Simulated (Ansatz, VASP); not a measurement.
# BN in VASP and in Ansatz

The input INCAR:

```
PREC = Accurate
ENCUT = 520
EDIFF = 1E-6
ISMEAR = 0
SIGMA = 0.01
LREAL = False
LASPH = True
NELM = 100
ALGO = Normal
ISIF = 2
LWAVE = False
LCHARG = False
NBANDS = 16
```

Contents of KPOINTS:

```
Automatic mesh
0
Gamma
  12 12 6
```

File POSCAR:

```
BN
1.0
    2.5226838119      0.0000000000      0.0000000000
   -1.2613419059      2.1847082668      0.0000000000
    0.0000000000      0.0000000000      4.1743408214
B N
2 2
Direct
    0.3333333333      0.6666666667     -0.0002028335
    0.6666666667      0.3333333333      0.4997971665
    0.3333333333      0.6666666667      0.3742028335
    0.6666666667      0.3333333333      0.8742028335
```

Input for Ansatz:

```yaml
crystal:
  lattice:
    - [2.5226838119, 0.0, 0.0]
    - [-1.2613419059, 2.1847082668, 0.0]
    - [0.0, 0.0, 4.1743408214]
  atoms:
    - { symbol: B, position: [0.3333333333, 0.6666666667, -0.0002028335] }
    - { symbol: B, position: [0.6666666667, 0.3333333333, 0.4997971665] }
    - { symbol: "N", position: [0.3333333333, 0.6666666667, 0.3742028335] }
    - { symbol: "N", position: [0.6666666667, 0.3333333333, 0.8742028335] }
basis:
  ecutwfc: 420
  xc_grid: 2
kpoints:
  mp_grid: { grid: [12, 12, 6] }
hamiltonian:
  xc: lda
  pseudopotentials: { kind: paw, azcp: { folder: soft_1 } }
scf:
  occupations: { method: fixed }
output:
  forces: true
  stress: true
  eigenvalues: true
  polarization: {}
```

Change from the starting cell: polar distortion scaled by 1.00.

Alike in both runs: task single point; functional LDA; k mesh 12 × 12 × 6; no spin polarisation.

```csv
,VASP,Ansatz
version,VASP 6.6.1,Ansatz 0.2.0
potentials or method,"VASP PAW LDA potentials, release 64 (B, N)","scalar-relativistic, plane waves, PAW"
plane-wave cutoff (eV),520,420
occupations,"gaussian, width 0.01 eV",fixed
valence electrons in the cell,16,16
```

|  | VASP | Ansatz | Ansatz less VASP |
| --- | --- | --- | --- |
| gap on the k mesh at the Fermi level (eV) | 4.90 | 4.92 | +0.020 |
| least direct gap on the mesh (eV) | 8.28 | 8.29 | +0.006 |
| pressure (GPa) | 1.2 | 0.0 | -1.22 |

Ansatz warned: «pseudo_functional_mismatch».

A k mesh can miss the band edges.
